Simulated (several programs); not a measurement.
# What each method gives for CaSe (CsCl type)

CaSe (CsCl type), relaxed with r2SCAN in Ansatz, was computed with several methods. The symmetry is Pm-3m (No. 221, cubic); a = 3.635 Å in the conventional setting, 24.01 Å³ an atom. Around Ca lie 8 Se at 3.15 Å; around Se lie 8 Ca at 3.15 Å. The calculation is spin-unpolarised, and the structure need not be a phase that has been made.

```yaml
crystal:
  lattice:
    - [3.63478, 0.00000, 0.00000]
    - [0.00000, 3.63478, 0.00000]
    - [0.00000, 0.00000, 3.63478]
  atoms:
    - { symbol: Ca, position: [0.00000, 0.00000, 0.00000] }
    - { symbol: Se, position: [0.50000, 0.50000, 0.50000] }
```

Gaps and times are for a single point on this cell; volume and bulk modulus come from each method's own relaxation or energy curve at fixed shape. Times are rough, from shared hosts (Arm Neoverse V1; Arm Neoverse V2; NVIDIA H100 80GB HBM3), and each method has its own mesh and cell size. A dagger marks a closed or tiny gap in a crystal that DFT finds insulating: a failure of the method or a wrong SCF state. A star marks a curve whose lowest point is an end point. PM6 (MOPAC), PM7 (MOPAC), GFN1-xTB (tblite), GFN2-xTB (tblite) treat a cluster of cells at its zone centre, which samples few k points: where these miss a band edge, the gap comes out too large for that reason alone. Gaps from k meshes are read at a limited set of points (mesh, symmetry points, PBE's band edges), so each method's own least gap may be somewhat smaller. xTB and the PM methods were fitted mostly to molecules, and can miss a solid's gap by electronvolts. Minimal bases can be far off for gaps. Times of the plane-wave ladder aren't listed, since it ran on unlike processors and cards. G0W0 is at finite bands, cutoff and mesh. d marks a direct gap, i an indirect one (no mark: not told apart), a dash a value that wasn't computed or didn't pass its checks.

```tsv
method	kind	gap (eV)	own volume (Å³/atom)	bulk modulus (GPa)	atoms computed	processor time
PBEsol	semilocal	–	23.24	–	2	–
light PBE (260 eV and a coarse mesh)	light plane-wave	0.75 d	–	–	2	0.77 s
LDA	semilocal	0.62 d	22.32	–	2	–
PM7 (MOPAC)	semi-empirical	2.44	–	–	cluster	2.3 s
PBE	semilocal	0.77 d	24.34	51	2	–
PM6 (MOPAC)	semi-empirical	1.58	–	–	cluster	3.9 s
PBE/SZV (CP2K)	small basis	0.45 d	–	–	2	4 s
GFN1-xTB (tblite)	tight binding	0.00†	21.33*	68*	cluster	4.8 s
GFN2-xTB (tblite)	tight binding	2.05	–	–	cluster	5.6 s
r2SCAN	semilocal	1.24 d	24.01	55	2	–
PBE/DZVP (CP2K)	small basis	0.70 d	24.78	50	2	8.9 s
G0W0@PBE (260 eV screening cutoff)	many-body	2.08	–	–	2	–
G0W0@r2SCAN (180 eV screening cutoff)	many-body	2.20	–	–	2	–
PBE+SOC	semilocal	0.77 d	–	–	2	–
PBE/single zeta (GPAW)	small basis	0.78 d	–	–	2	16 s
G0W0@HSE06 (180 eV screening cutoff)	many-body	2.27	–	–	2	–
G0W0@PBE0 (180 eV screening cutoff)	many-body	2.46	–	–	2	–
G0W0@LDA (140 eV screening cutoff)	many-body	1.88	–	–	2	–
LC-ωPBE	hybrid	6.01 d	–	–	2	–
PBE0	hybrid	2.21 d	–	–	2	–
HSE06	hybrid	1.54 d	24.20	–	2	–
r2SCANh	hybrid	1.75 d	–	–	2	–
HSE06+SOC	hybrid	1.53 d	–	–	2	–
DDH-PBE0	hybrid	1.52 d	–	–	2	–
```

Against HSE06 (1.54 eV) and with closed or daggered gaps left aside, the nearest gap at the points sampled is that of HSE06+SOC (-0.01 eV) and the farthest that of LC-ωPBE (+4.47 eV). HSE06 is only a yardstick of convenience, and nearness to it can be luck.

Volumes against r2SCAN's: PBEsol -3.2 %, LDA -7.0 %, PBE +1.4 %, PBE/DZVP (CP2K) +3.2 %, HSE06 +0.8 %.

Runs without a result: GLLB-SC (GPAW) (single point).

Only the rows marked +SOC include spin-orbit coupling.
